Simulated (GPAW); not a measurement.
The system is As.

```
As
1.0
     1.88080    1.08588    3.51406
    -1.88080    1.08588    3.51406
     0.00000   -2.17176    3.51406
As
2
Direct
  0.22600 0.22600 0.22600
  0.77400 0.77400 0.77400
```

Base run:

- Program: GPAW 26.7.0
- Functional: PBE
- Potentials or basis: GPAW PAW data sets (gpaw-data 1.2.1)
- Cutoff: 450 eV
- Basis: pw
- k mesh: 7 × 7 × 7
- Occupations: fermi-dirac, width 0.05 eV
- Spin: no spin polarisation

Its results: band gap on the k mesh none (metal or under the smearing width); pressure 3.8 GPa; largest force 0.444 eV/Å.

Problem. The run is repeated on the same cell with these changes: functional from PBE to r2SCAN. What comes out?

Solution. Band gap on the k mesh 0.01 eV, indirect (least direct gap 0.71 eV); pressure 1.8 GPa; largest force 0.136 eV/Å.

Caveats: the cutoff is short for stress and forces, so pressures can be off by a GPa or more; the PAW data sets were made with another functional, which shifts forces and pressure a little (some runs); an odd mesh through Γ misses points on the zone boundary, where band edges often lie (some runs).
